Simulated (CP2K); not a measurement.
## MoS2 in CP2K: convergence with ngrids

MoS2:

```xyz
3
Lattice="6.4149 0.0000 0.0000 5.6366 3.0627 0.0000 5.6366 1.4324 2.7070" Properties=species:S:1:pos:R:3 pbc="T T T"
Mo    0.0000    0.0000    0.0000
S     7.3759    1.8744    1.1288
S     4.4220    1.1238    0.6768
```

Measurements of this composition are mostly on another form, of space group No. 194.

```yaml
Program: CP2K 2026.2
Task: single point
Functional: PBEsol
Potentials_or_basis: POTENTIAL_UZH Mo GTH-PBE-q14, S GTH-PBE-q6; TZVP-MOLOPT-PBE-GTH basis
Density_cutoff: 6123 eV
k_mesh: 8 × 8 × 8
Occupations: fermi-dirac, width 0.0259 eV
Spin: no spin polarisation
```

These are the settings of the first run; the series varies ngrids, with any setting tied to it.

Hardware: 1 thread of Arm Neoverse V1, with other jobs on the host.

```tsv
ngrids	energy less the tightest run, at zero smearing (meV/atom)	SCF cycles	CPU time (s)	peak memory (GiB)
1	timed out after 700 s	-	-	-
2	0.00	15	400	0.57
3	0.00	15	130	0.56
4	0.00	15	80	0.56
5	0.00	15	82	0.56
6	0.00	15	80	0.56
```

Against the tightest run, the energy stays within 1 meV/atom from 2 on. The tightest run that finished is the yardstick and may itself not be fully converged.
